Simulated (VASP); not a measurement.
# PbS (Fm-3m) in VASP: a series of runs

The runs below take PbS through relaxation of cell and atoms, single point, with PBEsol, RPBE.

Everything below comes from runs of VASP 6.6.1. Logs are shortened: lines on timing, memory, paths and dates and some standing lists are left out, and cuts for length are marked.

### Step 1. The crystal as given

The structure is cubic, space group Fm-3m (No. 225). The conventional cell has a = 5.976 Å, b = 5.976 Å, c = 5.976 Å, α = 90.00°, β = 90.00°, γ = 90.00°. Pb (site symmetry m-3m) has 6 S at 2.99 Å as nearest neighbours. S (site symmetry m-3m) has 6 Pb at 2.99 Å as nearest neighbours.

The cell is a database's computed one.

### Step 2. Relaxation of cell and atoms, PBEsol

The input, INCAR:

```
SYSTEM = PbS
  PREC = Accurate
  ENCUT = 600
  EDIFF = 1E-7
  ISMEAR = 0
  SIGMA = 0.02
  LREAL = .False.
  LASPH = .True.
  NELM = 60
  ALGO = Fast
  ISIF = 3
  LWAVE = .False.
  LCHARG = .False.
  GGA = PS
  IBRION = 2
  NSW = 90
  EDIFFG = -0.005
```

The input, KPOINTS:

```
Automatic mesh
0
Gamma
  4 4 4
  0 0 0
```

The input, POSCAR:

```
PbS
1.0
    0.0000000000      2.9880867000      2.9880867000
    2.9880867000      0.0000000000      2.9880867000
    2.9880867000      2.9880867000      0.0000000000
Pb S
1 1
Direct
    0.5000000000      0.5000000000      0.5000000000
    0.0000000000      0.0000000000      0.0000000000
```

Potentials or basis: VASP PAW PBE potentials, release 64 (Pb_d, S).

On the command line:

```sh
> cat potpaw_PBE.64/Pb_d/POTCAR potpaw_PBE.64/S/POTCAR > POTCAR
> mpirun -np 1 vasp_std > vasp.out
```

OUTCAR:

```text
SYSTEM = PbS
   PREC = Accurate
   ENCUT = 600
   EDIFF = 1E-7
   ISMEAR = 0
   LREAL = .False.
   LASPH = .True.
   NELM = 60
   ISIF = 3
   GGA = PS
   IBRION = 2
   NSW = 90
   EDIFFG = -0.005

 ion  position               nearest neighbor table
   1  0.500  0.500  0.500-   2 2.99   2 2.99   2 2.99   2 2.99   2 2.99   2 2.99
   2  0.000  0.000  0.000-   1 2.99   1 2.99   1 2.99   1 2.99   1 2.99   1 2.99

  LATTYP: Found a face centered cubic cell.
 ALAT       =     5.9761734000

  Lattice vectors:

 A1 = (   0.0000000000,   2.9880867000,   2.9880867000)
 A2 = (   2.9880867000,   0.0000000000,   2.9880867000)
 A3 = (   2.9880867000,   2.9880867000,   0.0000000000)

Analysis of symmetry for initial positions (statically):
=====================================================================
 Subroutine PRICEL returns:
 Original cell was already a primitive cell.

 Routine SETGRP: Setting up the symmetry group for a
 face centered cubic supercell.

 Subroutine GETGRP returns: Found 48 space group operations
 (whereof 48 operations were pure point group operations)
 out of a pool of 48 trial point group operations.

The static configuration has the point symmetry O_h .

Analysis of symmetry for dynamics (positions and initial velocities):
=====================================================================
 Subroutine PRICEL returns:
 Original cell was already a primitive cell.

 Routine SETGRP: Setting up the symmetry group for a
 face centered cubic supercell.

 Subroutine GETGRP returns: Found 48 space group operations
 (whereof 48 operations were pure point group operations)
 out of a pool of 48 trial point group operations.

The dynamic configuration has the point symmetry O_h .

 Subroutine INISYM returns: Found 48 space group operations
 (whereof 48 operations are pure point group operations),
 and found     1 'primitive' translations

----------------------------------------------------------------------------------------

                                     Primitive cell

  volume of cell :      53.3592

  direct lattice vectors                    reciprocal lattice vectors
     0.000000000  2.988086700  2.988086700    -0.167331155  0.167331155  0.167331155
     2.988086700  0.000000000  2.988086700     0.167331155 -0.167331155  0.167331155
     2.988086700  2.988086700  0.000000000     0.167331155  0.167331155 -0.167331155

  length of vectors
     4.225792737  4.225792737  4.225792737     0.289826063  0.289826063  0.289826063

  position of ions in fractional coordinates (direct lattice)
     0.500000000  0.500000000  0.500000000
     0.000000000  0.000000000  0.000000000

  ion indices of the primitive-cell ions
   primitive index   ion index
                 1           1
                 2           2

----------------------------------------------------------------------------------------

 KPOINTS: Automatic mesh

Automatic generation of k-mesh.
 Grid dimensions read from file:
 generate k-points for:    4    4    4

 Generating k-lattice:

  Cartesian coordinates                     Fractional coordinates (reciprocal lattice)
    -0.041832789  0.041832789  0.041832789     0.250000000  0.000000000  0.000000000
     0.041832789 -0.041832789  0.041832789     0.000000000  0.250000000  0.000000000
     0.041832789  0.041832789 -0.041832789     0.000000000  0.000000000  0.250000000

  Length of vectors
     0.072456516  0.072456516  0.072456516

  Shift w.r.t. Gamma in fractional coordinates (k-lattice)
     0.000000000  0.000000000  0.000000000

 Subroutine IBZKPT returns following result:
 ===========================================

 Found      8 irreducible k-points:

 Following reciprocal coordinates:
            Coordinates               Weight
  0.000000  0.000000  0.000000      1.000000
  0.250000  0.000000  0.000000      8.000000
  0.500000  0.000000  0.000000      4.000000
  0.250000  0.250000  0.000000      6.000000
  0.500000  0.250000  0.000000     24.000000
 -0.250000  0.250000  0.000000     12.000000
  0.500000  0.500000  0.000000      3.000000
 -0.250000  0.500000  0.250000      6.000000
   k-points           NKPTS =      8   k-points in BZ     NKDIM =      8   number of bands    NBANDS=     14
   number of dos      NEDOS =    301   number of ions     NIONS =      2
   total plane-waves  NPLWV =  46656
   dimension x,y,z NGX =    36 NGY =   36 NGZ =   36
   dimension x,y,z NGXF=    72 NGYF=   72 NGZF=   72
   ions per type =               1   1
   NGX,Y,Z   is equivalent  to a cutoff of  14.16, 14.16, 14.16 a.u.
   NGXF,Y,Z  is equivalent  to a cutoff of  28.33, 28.33, 28.33 a.u.
 SYSTEM =  PbS
   PREC   = accura    normal or accurate (medium, high low for compatibility)
   ISTART =      0    job   : 0-new  1-cont  2-samecut
   ICHARG =      2    charge: 1-file 2-atom 10-const
   ISPIN  =      1    spin polarized calculation?
   LNONCOLLINEAR =      F non collinear calculations
   LSORBIT =      F    spin-orbit coupling
   LASPH  =      T    aspherical Exc in radial PAW
   ENCUT  =  600.0 eV  44.10 Ry    6.64 a.u.   8.44  8.44  8.44*2*pi/ulx,y,z
   NELM   =     60;   NELMIN=  2; NELMDL= -5     # of ELM steps
   EDIFF  = 0.1E-06   stopping-criterion for ELM
   LREAL  =      F    real-space projection
   EDIFFG = -.5E-02   stopping-criterion for IOM
   NSW    =     90    number of steps for IOM
   IBRION =      2    ionic relax: 0-MD 1-quasi-New 2-CG
   NFREE  =      1    steps in history (QN), initial steepest desc. (CG)
   ISIF   =      3    stress and relaxation
   ISYM   =      2    0-nonsym 1-usesym 2-fastsym
   POTIM  = 0.5000    time-step for ionic-motion
   TEBEG  =    0.0;   TEEND  =   0.0 temperature during run
   PSTRESS=    0.0 pullay stress
   NELECT =      20.0000    total number of electrons
   NUPDOWN=      -1.0000    fix difference up-down
   EMIN   =  10.00;   EMAX   =-10.00  energy-range for DOS
   EFERMI =   0.00;   METHOD = LEGACY
   ISMEAR =     0;   SIGMA  =   0.02  broadening in eV -4-tet -1-fermi 0-gaus
   EFERMI_NEDOS =   21; number of points for ismear=-14 and -15
   IALGO  =     68    algorithm
   IMIX   =      4    mixing-type and parameters
     AMIX     =   0.40;   BMIX     =  1.00
     AMIX_MAG =   1.60;   BMIX_MAG =  1.00
  volume/ion in A,a.u.               =      26.68       180.04
  Fermi-wavevector in a.u.,A,eV,Ry     =   1.180361  2.230559 18.956356  1.393253
  Thomas-Fermi vector in A             =   2.316655
   LORBIT       =      0    0 simple, 1 ext, 2 COOP (PROOUT), +10 PAW based schemes
   GGA     = PS    functional components
   LHFCALC =     F    Hartree Fock is set to
   AEXX    =    0.0000 exact exchange contribution
   IVDW    =     0    specifies the selected vdW correction
   LEPSILON=     F    determine dielectric tensor
   LRPA    =     F    only Hartree local field effects (RPA)
 conjugate gradient relaxation of ions
 non-spin polarized calculation
 RMM-DIIS sequential band-by-band and
 Gauss-broadening in eV      SIGMA  =   0.02
  energy-cutoff  :      600.00
  volume of cell :       53.36
 maximum number of plane-waves:      1812
 NGX is ok and might be reduce to    36
   NGX = 17   NGY = 17   NGZ = 17

--------------------------------------- Ionic step        1  -------------------------------------------

 number of electron      20.0000000 magnetization

 Free energy of the ion-electron system (eV)
  ---------------------------------------------------
  ext. energy  EPLUGINS =         0.00000000
  ---------------------------------------------------
  free energy    TOTEN  =        -9.43215623 eV

  energy without entropy =       -9.43215623  energy(sigma->0) =       -9.43215623

------------------------ aborting loop because EDIFF is reached ----------------------------------------

  FORCE on cell =-STRESS in cart. coord.  units (eV):
  Direction    XX          YY          ZZ          XY          YZ          ZX
  --------------------------------------------------------------------------------------
  -------------------------------------------------------------------------------------
  Total       -0.6532158     -0.6532158     -0.6532158      0.0000000      0.0000000     -0.0000000
  in kB      -19.6136154    -19.6136154    -19.6136154      0.0000000      0.0000000     -0.0000000
  external PRESSURE =     -19.6136154 kB  Pullay stress =       0.0000000 kB
[... 21 lines left out ...]
  energy  without entropy=       -9.4321562343  energy(sigma->0) =       -9.43215623

--------------------------------------- Ionic step        2  -------------------------------------------

 number of electron      20.0000002 magnetization

 E-fermi :   6.1304     XC(G=0): -10.0070

 val. band max:        6.0510663685   @ k =   0.5000   0.0000   0.0000
 cond. band min:       6.2096312659   @ k =   0.5000   0.0000   0.0000
 fundamental gap:      0.1585648974
 Fermi energy:         6.1303932621

 k-point     1 :       0.0000    0.0000    0.0000
  band No.  band energies     occupation
      1     -10.7624      2.00000
      2     -10.7624      2.00000
      3     -10.7624      2.00000
      4     -10.7503      2.00000
      5     -10.7503      2.00000
      6      -7.8148      2.00000
      7       0.0102      2.00000
      8       3.7233      2.00000
      9       3.7233      2.00000
     10       3.7233      2.00000
     11      11.2568      0.00000
     12      11.2568      0.00000
     13      11.2570      0.00000
     14      12.6018      0.00000
[... 150 lines left out ...]
  energy  without entropy=       -9.4422302010  energy(sigma->0) =       -9.44223020

--------------------------------------- Ionic step        3  -------------------------------------------

 number of electron      20.0000002 magnetization

 Free energy of the ion-electron system (eV)
  ---------------------------------------------------
  ext. energy  EPLUGINS =         0.00000000
  ---------------------------------------------------
  free energy    TOTEN  =        -9.44377873 eV

  energy without entropy =       -9.44377873  energy(sigma->0) =       -9.44377873

 E-fermi :   5.9570     XC(G=0):  -9.9479

 val. band max:        5.8671739545   @ k =   0.5000   0.0000   0.0000
 cond. band min:       6.0747412792   @ k =   0.5000   0.0000   0.0000
 fundamental gap:      0.2075673247
 Fermi energy:         5.9569935534

 k-point     1 :       0.0000    0.0000    0.0000
  band No.  band energies     occupation
      1     -10.9083      2.00000
      2     -10.9083      2.00000
      3     -10.9083      2.00000
      4     -10.8958      2.00000
      5     -10.8958      2.00000
      6      -7.8660      2.00000
      7      -0.1814      2.00000
      8       3.6190      2.00000
      9       3.6190      2.00000
     10       3.6190      2.00000
     11      11.0517      0.00000
     12      11.0517      0.00000
     13      11.0517      0.00000
     14      12.4660      0.00000
[... 146 lines left out ...]
  FREE ENERGIE OF THE ION-ELECTRON SYSTEM (eV)
  ---------------------------------------------------
  free  energy   TOTEN  =        -9.4437787263 eV

  energy  without entropy=       -9.4437787263  energy(sigma->0) =       -9.44377873

 reached required accuracy - stopping structural energy minimisation
```

It took 27 s on 1 thread of Intel Xeon Platinum 8488C (Sapphire Rapids), shared host; peak memory 0.21 GiB.

What came out:

```yaml
Free_energy: -9.4438 eV
Relaxed_volume: 25.76 Å³/atom
Relaxed_cell: a = 4.177 Å, b = 4.177 Å, c = 4.177 Å, α = 60.00°, β = 60.00°, γ = 60.00°
Space_group_after_relaxing_to_0.05_Å: Fm-3m (No. 225)
Energy_gained_by_relaxing: 5.8 meV/atom
Ionic_steps: 3
Pressure_after_relaxing: 0.0 GPa
Band_gap_on_the_k_mesh: 0.21 eV, direct
```

Step by step:
```csv
step,energy change (eV),largest force (eV/Å),pressure (GPa),volume (Å³)
1,0.0000,0.0000,-1.96,53.36
2,-0.0101,0.0000,0.78,50.88
3,-0.0116,0.0000,0.00,51.52
```

Final structure:
```
Pb S
1.0
     0.00000    2.95332    2.95332
     2.95332    0.00000    2.95332
     2.95332    2.95332    0.00000
Pb S
1 1
Direct
  0.50000 0.50000 0.50000
  0.00000 0.00000 0.00000
```

Caveat: the k mesh is coarse (spacing up to 0.46 Å⁻¹), so the values aren't converged; the PAW data sets were made with another functional, which shifts forces and pressure a little; spin-orbit coupling is left out, which as a rule narrows the gap of such compounds by several tenths of an eV.

### Step 3. Single point, PBEsol

The input, INCAR:

```
SYSTEM = PbS
  PREC = Accurate
  ENCUT = 520
  EDIFF = 1E-7
  ISMEAR = 0
  SIGMA = 0.02
  LREAL = .False.
  LASPH = .True.
  NELM = 60
  ALGO = Fast
  ISIF = 2
  LWAVE = .False.
  LCHARG = .False.
  GGA = PS
  NBANDS = 17
```

The input, KPOINTS:

```
Automatic mesh
0
Gamma
  10 10 10
  0 0 0
```

POSCAR is that of step 2.

Potentials or basis: VASP PAW PBE potentials, release 64 (Pb_d, S).

On the command line:

```sh
> cat potpaw_PBE.64/Pb_d/POTCAR potpaw_PBE.64/S/POTCAR > POTCAR
> mpirun -np 1 vasp_std > vasp.out
```

Wall time 29 s (1 thread of Intel Xeon Platinum 8488C (Sapphire Rapids), shared host); peak memory 0.19 GiB.

The run converged. Its results:

* Free energy: -9.4445 eV
* Pressure: -2.1 GPa
* Band gap on the k mesh: 0.34 eV, direct

Levels at points of the mesh, in eV from the valence-band top:
| k point | band 7 | band 8 | band 9 | band 10 | band 11 | band 12 | band 13 | band 14 |
| --- | --- | --- | --- | --- | --- | --- | --- | --- |
| (0.00, 0.00, 0.00) | -6.07 | -2.04 | -2.04 | -2.04 | 5.12 | 5.12 | 5.12 | 6.72 |
| (0.50, 0.00, 0.00) | -8.74 | -1.66 | -1.66 | 0.00 | 0.34 | 1.97 | 1.97 | 8.49 |
| (0.50, 0.50, 0.00) | -7.18 | -5.04 | -3.29 | -3.29 | 3.84 | 5.47 | 5.58 | 5.58 |

Caveat: the PAW data sets were made with another functional, which shifts forces and pressure a little; spin-orbit coupling is left out, which as a rule narrows the gap of such compounds by several tenths of an eV. A k mesh can miss the band edges.

### Step 4. Relaxation of cell and atoms, PBEsol

The input, INCAR:

```
SYSTEM = PbS
  PREC = Accurate
  ENCUT = 580
  EDIFF = 1E-7
  ISMEAR = 0
  SIGMA = 0.02
  LREAL = .False.
  LASPH = .True.
  NELM = 60
  ALGO = Fast
  ISIF = 3
  LWAVE = .False.
  LCHARG = .False.
  GGA = PS
  IBRION = 2
  NSW = 90
  EDIFFG = -0.005
```

KPOINTS is that of step 3.

POSCAR is that of step 3.

Potentials or basis: VASP PAW PBE potentials, release 64 (Pb, S).

On the command line:

```sh
> cat potpaw_PBE.64/Pb/POTCAR potpaw_PBE.64/S/POTCAR > POTCAR
> mpirun -np 1 vasp_std > vasp.out
```

It took 51 s on 1 thread of Intel Xeon Platinum 8488C (Sapphire Rapids), shared host; peak memory 0.25 GiB.

The run converged. Its results:

```
Free energy                            : -9.4969 eV
Relaxed volume                         : 25.62 Å³/atom
Relaxed cell                           : a = 4.169 Å, b = 4.169 Å, c = 4.169 Å, α = 60.00°, β = 60.00°, γ = 60.00°
Space group after relaxing (to 0.05 Å) : Fm-3m (No. 225)
Energy gained by relaxing              : 7.9 meV/atom
Ionic steps                            : 3
Pressure after relaxing                : 0.0 GPa
Band gap on the k mesh                 : 0.18 eV, direct
```

Step by step:
```
step  energy change (eV)  largest force (eV/Å)  pressure (GPa)  volume (Å³)
   1              0.0000                0.0000           -2.30        53.36
   2             -0.0134                0.0000            1.01        50.45
   3             -0.0159                0.0000            0.00        51.24
```

Final structure:
```yaml
crystal:
  lattice:
    - [0.00000, 2.94796, 2.94796]
    - [2.94796, 0.00000, 2.94796]
    - [2.94796, 2.94796, 0.00000]
  atoms:
    - { symbol: Pb, position: [0.50000, 0.50000, 0.50000] }
    - { symbol: S, position: [0.00000, 0.00000, 0.00000] }
```

Levels at points of the mesh, in eV from the valence-band top:
```tsv
k point	band 3	band 4	band 5	band 6	band 7	band 8
(0.00, 0.00, 0.00)	-2.29	-2.29	-2.29	5.19	5.19	5.19
(0.50, 0.00, 0.00)	-1.90	-1.90	0.00	0.18	1.83	1.83
(0.50, 0.50, 0.00)	-5.44	-3.61	-3.61	3.61	5.56	5.69
```

Caveat: the PAW data sets were made with another functional, which shifts forces and pressure a little; spin-orbit coupling is left out, which as a rule narrows the gap of such compounds by several tenths of an eV.

(Continued in part 2 of 2.)
